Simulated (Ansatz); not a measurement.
# AlV2N3: the cost of one run

Computed with Ansatz 0.2.0 (DFT PBE, scalar-relativistic, plane waves, PAW, unless a step's input says otherwise).

## (1) The structure to begin with

It takes space group P-6m2 (No. 187, hexagonal). Conventional cell: a = 3.092 Å, b = 3.092 Å, c = 8.962 Å, α = 90.00°, β = 90.00°, γ = 120.00°. Al (site symmetry -6m2) is surrounded by 6 N at 2.33 Å. V (site symmetry 3m) has 6 N at 2.33 Å as nearest neighbours. N (site symmetry -6m2) is surrounded by 6 V at 2.33 Å. N (site symmetry 3m) has 3 V at 2.33 Å and 3 Al at 2.33 Å as nearest neighbours.

Structure file:

```cif
data_structure
_symmetry_space_group_name_H-M 'P-6m2'
_symmetry_Int_Tables_number 187
_cell_length_a 3.0921
_cell_length_b 3.0921
_cell_length_c 8.9622
_cell_angle_alpha 90.000
_cell_angle_beta 90.000
_cell_angle_gamma 120.000
_cell_volume 74.21
loop_
_atom_site_label
_atom_site_type_symbol
_atom_site_symmetry_multiplicity
_atom_site_Wyckoff_symbol
_atom_site_fract_x
_atom_site_fract_y
_atom_site_fract_z
_atom_site_occupancy
Al1 Al 1 f 0.66667 0.33333 0.50000 1
V1 V 2 i 0.66667 0.33333 0.83333 1
N1 N 1 c 0.33333 0.66667 0.00000 1
N2 N 2 h 0.33333 0.66667 0.33333 1
```

The start is an ordering of an alloy on its end members' structure types: elements ordered on the sites of the VN type, V/Al on V (P-6m2, No. 187).

## (2) A first look at the guess

File input.yaml:

```yaml
crystal:
  lattice:
    - [3.09208073, 0.0, 0.0]
    - [-1.54604036, 2.67782046, 0.0]
    - [0.0, 0.0, 8.96222923]
  atoms:
    - { symbol: Al, position: [0.66666667, 0.33333333, 0.5] }
    - { symbol: V, position: [0.66666667, 0.33333333, 0.83333333], spin: 2.0 }
    - { symbol: V, position: [0.66666667, 0.33333333, 0.16666667], spin: 2.0 }
    - { symbol: "N", position: [0.33333333, 0.66666667, 0.0] }
    - { symbol: "N", position: [0.33333333, 0.66666667, 0.33333333] }
    - { symbol: "N", position: [0.33333333, 0.66666667, 0.66666667] }
basis:
  ecutwfc: 420
kpoints:
  mp_grid: { grid: [6, 6, 2] }
hamiltonian:
  xc: pbe
scf:
  occupations: { method: gaussian, width: 0.1 }
  lower_state_search: "off"
output:
  forces: true
  stress: true
  eigenvalues: true
  populations: true
magnetization:
  spin_polarized: true
```

On the command line:

```bash
ansatz run input.yaml --threads 1 --pin off --max-ram 2560MiB --backend cpu --events-out ev --progress --plain --runs-dir out
```

What time and memory should one allow on 1 thread of Intel Xeon 6975P-C (Granite Rapids), shared host?

About 6.9 s, with a peak of 0.38 GiB.
